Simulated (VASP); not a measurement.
**MgO in VASP 6.6.1, single-point calculation**

INCAR

```
LWAVE = .FALSE.
LCHARG = .FALSE.
LASPH = .TRUE.
LREAL = .FALSE.
NBANDS = 12
IBRION = -1
PREC = Accurate
ISIF = 2
ENCUT = 520
EDIFF = 1E-7
NELECT = 17
ISMEAR = -1
NELM = 120
GGA = PE
NSW = 0
SIGMA = 0.02
```

KPOINTS

```
KPOINTS created by Atomic Simulation Environment
0
Gamma
12 12 6
0 0 0
```

POSCAR

```
Mg O
 1.0000000000000000
     3.2882172281021651   -0.0000000000288675    0.0000000000000000
    -1.6441086140260825    2.8476796527125590    0.0000000000000000
     0.0000000000000000    0.0000000000000000    5.0847099375000004
 Mg  O
   2   2
Cartesian
  0.0000000000166667  1.8984531017987500 -0.0423310963688783
  1.6441086140594163  0.9492265508849415  2.5000238723811226
  0.0000000000166667  1.8984531017987500  1.9490973229313788
  1.6441086140594163  0.9492265508849415  4.4914522916813793
```

The recommended PBE PAW datasets give the neutral cell 16 valence electrons.

Command

```
mpirun -np 1 vasp_std
```

Problem. Predict the outcome of this run.

Solution. It converged. Results: pressure 40.4 GPa; largest force 0.02 eV/Å.

OSZICAR

```
N       E                     dE             d eps       ncg     rms          rms(c)
DAV:   1     0.881625586651E+02    0.88163E+02   -0.82361E+03  1824   0.122E+03
DAV:   2    -0.163632091474E+02   -0.10453E+03   -0.99042E+02  2612   0.253E+02
DAV:   3    -0.220987251398E+02   -0.57355E+01   -0.56607E+01  2248   0.641E+01
DAV:   4    -0.221311667062E+02   -0.32442E-01   -0.32439E-01  1936   0.574E+00
DAV:   5    -0.221313705102E+02   -0.20380E-03   -0.20380E-03  2192   0.443E-01    0.130E+01
DAV:   6    -0.169124161512E+02    0.52190E+01   -0.23714E+01  1972   0.421E+01    0.391E+00
DAV:   7    -0.168357708865E+02    0.76645E-01   -0.44497E-01  1824   0.678E+00    0.210E+00
DAV:   8    -0.167953165190E+02    0.40454E-01   -0.11881E-01  1944   0.460E+00    0.559E-01
DAV:   9    -0.167907008938E+02    0.46156E-02   -0.15666E-02  2084   0.121E+00    0.123E-01
DAV:  10    -0.167908641466E+02   -0.16325E-03   -0.55453E-04  1972   0.225E-01    0.126E-02
DAV:  11    -0.167908679347E+02   -0.37882E-05   -0.24122E-05  2232   0.374E-02    0.829E-03
DAV:  12    -0.167908667055E+02    0.12293E-05   -0.38234E-06  2064   0.175E-02    0.909E-04
DAV:  13    -0.167908666952E+02    0.10246E-07   -0.10335E-07  1168   0.329E-03
   1 F= -.16790867E+02 E0= -.16789298E+02  d E =-.313761E-02
```

Standard output (part)

```
POSCAR found type information on POSCAR MgO
 POSCAR found :  2 types and       4 ions
 LDA part: xc-table for (Slater+PW92), standard interpolation
 POSCAR, INCAR and KPOINTS ok, starting setup
 WAVECAR not read
 entering main loop
 the old and the new charge density differ
    0.130E+01
```

The cell is charged and sits in a uniform background.

For comparison, a separate PBE run of the intended cell, on usual settings and not on those above, gives a gap of 3.52 eV on its mesh and a pressure of 2.4 GPa.
